## The naive picture

An aluminium vacancy of charge -3 looks from afar like a point charge, and the field gradient of a point charge falls off as $1/r^3$. On that picture the gradient at the surrounding nuclei should shrink steadily with distance and keep one sign. These gradients matter in practice because they split and broaden the magnetic resonance lines of nuclei such as aluminium.

Ansatz 0.2.0, plane waves, PBE, default PAW datasets, scalar-relativistic; cutoff 420 eV; no spin polarisation, fixed atoms. Host AlN, Al vacancy, charge -3, supercell of 53 atoms, mesh 3x3x3. Vzz: largest principal field gradient. Asymmetry: (Vxx - Vyy)/Vzz.

```tsv
atom	like atoms	distance from the defect (Å)	Vzz (1e21 V/m^2)	asymmetry
N29	6	2.05	-2.33	0.00
Al1	12	2.71	0.79	0.57
N27	8	3.42	0.26	0.00
Al14	6	3.93	-1.87	0.00
N31	12	4.40	-0.54	0.21
Al4	8	4.82	0.02	0.00
N40	1	5.91	0.00	n/a
```

The column $V_{zz}$ holds the largest principal component of the gradient, and the asymmetry tells how far the other two components differ. The PBE calculation contradicts the naive picture twice. The sign isn't the same at all sites, and Al14 at 3.93 Å has a far larger gradient than Al1 at 2.71 Å. The host is rocksalt AlN, somewhat compressed, and not the wurtzite form that is stable at ordinary pressure; its ions had relaxed around the vacancy before they were held fixed. A uniform background balances the charge of the cell.

## Six neighbours that cancel

In perfect rocksalt every ion has six neighbours at equal distance along the cube axes. A neighbour of charge $q$ (in units of $e$) at distance $r$ (in Å), seen at an angle $\theta$ from the chosen axis, contributes

$$1.44\,q\,\frac{3\cos^2\theta-1}{r^3}$$

in units of $10^{21}$ V/m². The constant is $e/4\pi\varepsilon_0=14.4$ V Å, expressed in these units. Two neighbours on the axis count $+2$ each and four at its sides count $-1$ each, so the sum is zero. In this sum a gradient can appear only when a neighbour is missing or has moved.

The rule of thumb is therefore to add up the six nearest places, with charge $+3$ for Al, $-3$ for N and nothing for the vacancy. One common factor then allows for the response of the electrons, which the bare charges lack. Al and N ions are expected to respond differently, so a common factor is the crudest choice.

## First worked row: N29

N29 sits next to the vacancy and has five Al neighbours. The one behind it, Al14, is at $3.93-2.05=1.88$ Å. It contributes $1.44\times3\times2/1.88^3=1.30$.

The four side neighbours are of the kind Al1. Each lies $2.71/\sqrt2=1.92$ Å from the vacancy along two cube axes, so its bond to N29 is also about 1.92 Å long and almost perpendicular to the axis. Together the four contribute about $-2.4$. The sum is $-1.1$, negative because the vacancy has removed one of the two positive charges on the axis.

The calculation gives $-2.33$, which is 2.1 times the bare sum. This ratio is taken as the factor for every site, so N29 is the calibration and doesn't test the rule.

## Second worked row: Al14

Al14 has lost no neighbour, but N29 has moved away from the vacancy and towards it. The N in front is now at 1.88 Å, while the one behind, N40, is at $5.91-3.93=1.98$ Å. These two contribute $-2.42$. The four side N are put on their ideal sites, at $5.91/3=1.97$ Å, and contribute $+2.26$.

The site resembles a beam balance with nearly equal loads, where a small change on one side decides which way it tips. The comparison gives the sign, but not how strongly the electrons amplify the tilt. Here the remainder is $-0.155$ when the parts aren't rounded, and the factor of 2.1 turns it into $-0.33$.

The sign is right, but the computed value of $-1.87$ is almost six times larger. An error of 0.01 Å in the short bond would change the bare sum by only about 0.02. The charge of the vacancy itself, which the rule leaves out at this site, would add roughly as much again as the bare remainder if nothing screened it. That still leaves a large gap. A possible reason is that the electron clouds of Al and N overlap more strongly in a short bond, which distorts the charge near the Al nucleus more than point charges can; the table doesn't test this.

## Why direction matters more than distance

The sizes follow the position of a site relative to the cube axes. N29 and Al14, with 6 like atoms each, lie on a cube axis through the vacancy. There a missing or shortened bond acts with full weight, and these two sites have the largest gradients.

N27 and Al4, with 8 like atoms each, lie on threefold axes. All six cube directions make the same angle with such an axis, and at that angle $3\cos^2\theta-1$ is zero. Bonds of unequal length then contribute nothing, and only bonds that tilt away from the cube directions count. This makes small gradients plausible at the two sites, but the six-neighbour sum doesn't reproduce the order of sizes: it gives N27 a slightly larger gradient than Al14 and N31.

The sites with 12 like atoms, Al1 and N31, fall between the two groups. N40 has the same surroundings along all three cube axes, so its gradient must vanish. That zero doesn't show that the influence of the vacancy has died out, because N40 is equally far from six vacancies of the periodic cell. N31 is equally far from two vacancies and Al4 from three, so their numbers of like atoms belong to this cell. So does the threefold axis of Al4, which runs through a more distant vacancy. Around a single vacancy a site at 4.82 Å wouldn't lie on such an axis, and the tiny gradient at Al4 may not carry over to an isolated defect.

## How good the rule is

For nitrogen two rows remain as tests. The rule gives $0.38$ for N27, where the calculation has $0.26$, and $-0.29$ for N31, where it has $-0.54$. Both signs are right and both sizes agree to within a factor of two. The scaled $1/r^3$ law gives N27 the wrong sign. At N31 it misses by more than a factor of two, but it counts only one of the two vacancies that are equally near. With both counted it is expected to do at least as well there as the rule, so only N27 speaks for the rule.

Within the rule, the positive sign at N27 has a simple origin. The nearby Al1 ions have moved towards the vacancy, and this tilts their bonds to N27 towards the threefold axis. The agreement presumes that the charge of the vacancy, left out here too, is well screened: with no screening it would, by the formula above, cancel the bare sum at N27. The estimate also depends on where Al4 sits, which its distance from the vacancy hardly reveals. A shift of Al4 by 0.02 Å along its threefold axis, in the sense that brings it closer to N27, would raise the estimate by more than a fifth.

For aluminium the rule isn't usable as a number. It gives Al1 a value of $-0.39$ against a computed $+0.79$, and a separate factor taken from Al14 makes the size almost three times too large. The opposite sign says less than it seems to. At an asymmetry of 0.57 a second component, of opposite sign, is about four fifths as large as the largest, so the two may merely have changed rank. The table doesn't give the axes that would settle this. At Al4 both the estimate and the computed value are close to zero, and without a test of cutoff and cell size their signs carry no meaning. The output below compares the six-neighbour sum and the $1/r^3$ law, both scaled to N29 alone, with all rows.

## What remains open

The table can't tell how much of the large gradient at Al14 comes from the shortened bond and how much from the charge of the vacancy and its images. A calculation with all ions on their ideal sites would show what remains without any displacement. If the gradient at Al14 then nearly vanished, the displacements of the ions would be its main cause, most likely through the short bond; if most of it stayed, a rule for aluminium would have to look beyond the six neighbours.

Numerical output:

```
Vzz in 1e21 V/m^2:
   row  computed  six neighbours bare  six neighbours times N29 factor  vacancy charge scaled to N29
   N29     -2.33               -1.102                            -2.33                         -2.33
   Al1      0.79              -0.1844                          -0.3899                        -1.009
   N27      0.26               0.1817                           0.3842                       -0.5018
  Al14     -1.87              -0.1549                          -0.3274                       -0.3307
   N31     -0.54              -0.1395                          -0.2949                       -0.2356
   Al4      0.02             -0.01914                         -0.04046                       -0.1793
   N40         0                    0                                0                      -0.09724
N29: bond to the Al behind it, and Al14: bond to the N in front (angstrom): 1.88
N29: part of the Al behind it (1e21 V/m^2): 1.3
N29: part of the four side Al (1e21 V/m^2): -2.402
Al14: part of the two N on the axis (1e21 V/m^2): -2.418
Al14: part of the four side N (1e21 V/m^2): 2.263
Factor from N29, computed over bare: 2.114
Computed over estimate with the N29 factor, rows Al1 to N31: -2.026, 0.6768, 5.712, 1.831
Al1 if the factor is taken from Al14 instead (1e21 V/m^2): -2.227
Asymmetry of N31 from six neighbours: 0.2542
N27: change of estimate if Al4 sits 0.02 A nearer to it (1e21 V/m^2): 0.0862
N31: change of estimate for the same shift of Al4 (1e21 V/m^2): 0.0416
```
